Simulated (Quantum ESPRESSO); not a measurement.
Crystal: BN.

```
N B
1.0
     2.55394    0.00000    0.00000
    -1.27697    2.21178    0.00000
     0.00000    0.00000    4.22685
N B
2 2
Direct
  0.33333 0.66667 0.12528
  0.66667 0.33333 0.62528
  0.33333 0.66667 0.49972
  0.66667 0.33333 0.99972
```

Measurements of this composition are mostly on another form, of space group No. 194.

Base run:

```yaml
Program: Quantum ESPRESSO 7.5
Functional: LDA
Potentials_or_basis: GBRV 1.5 LDA
Cutoff: 612 eV
Density_cutoff: 4898 eV
k_mesh: 12 × 12 × 6
Occupations: fermi-dirac, width 0.05 eV
Spin: no spin polarisation
```

Its results: band gap on the k mesh 4.96 eV, indirect (least direct gap 8.12 eV); pressure -12.5 GPa; largest force 0.020 eV/Å.

Question: The run is repeated on the same cell with these changes: functional from LDA to PBEsol; potentials or basis from GBRV 1.5 LDA to GBRV 1.5 PBEsol. What comes out?

Answer: Band gap on the k mesh 4.97 eV, indirect (least direct gap 8.16 eV); pressure -5.4 GPa; largest force 0.012 eV/Å.
